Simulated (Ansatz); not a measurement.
Level of theory: DFT, revPBE, plane waves (420 eV) with PAW, scalar-relativistic (Ansatz 0.2.0). The PAW files were generated under PBE, with cores re-solved for the functional.

An element in the simple cubic structure gives this curve. The cell is scaled uniformly from the relaxed one, with fractional coordinates and shape fixed. Energies are extrapolated to zero smearing, pressures are those at the given smearing. Magnetic state: spin not included.

```
V (Å³/atom)  E − E₀ (meV/atom)  P (GPa)
     23.955               44.5     5.13
     25.044               18.0     3.14
     26.133                3.8     1.45
     27.221                0.1     0.01
     28.310                5.3    -1.23
     29.399               18.1    -2.28
     30.488               37.6    -3.17
```

Task: Which element is it?
A. cadmium
B. tin
C. scandium
D. hafnium

Result: C. Its fit is V₀ = 27.11 Å³/atom, B₀ = 33 GPa, B₀′ = 2.8.
